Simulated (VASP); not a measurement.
Input of a VASP 6.6.1 run:

INCAR

```
  PREC = Accurate
  ENCUT = 520
  EDIFF = 1E-7
  ISMEAR = 0
  SIGMA = 1.0
  LREAL = F
  LASPH = T
  NELM = 80
  ALGO = Normal
  ISIF = 2
  LWAVE = F
  LCHARG = F
  GGA = PE
  NBANDS = 11
```

The input KPOINTS:

```
regular mesh
0
Gamma
  12 12 12
```

The input POSCAR:

```
BAs                                     
1.0
    0.0000000000      2.4783526564      2.4783526564
    2.4783526564      0.0000000000      2.4783526564
    2.4783526564      2.4783526564      0.0000000000
  B               As            
     1     1
Direct
     0.0000000000000000    0.0000000000000000    0.0000000000000000
     0.2500000000000000    0.2500000000000000    0.2500000000000000
```

Potentials or basis: VASP PAW PBE potentials, release 64 (B, As).

Launch:

```console
$ cat potpaw_PBE.64/B/POTCAR potpaw_PBE.64/As/POTCAR > POTCAR
$ mpirun -np 1 vasp_std > vasp.out
```

(1) Predict the band gap on the k mesh.

(2) What does it give for the pressure?

Results:

(1) 1.30 eV, indirect (least direct gap 3.15 eV).

(2) -9.5 GPa.
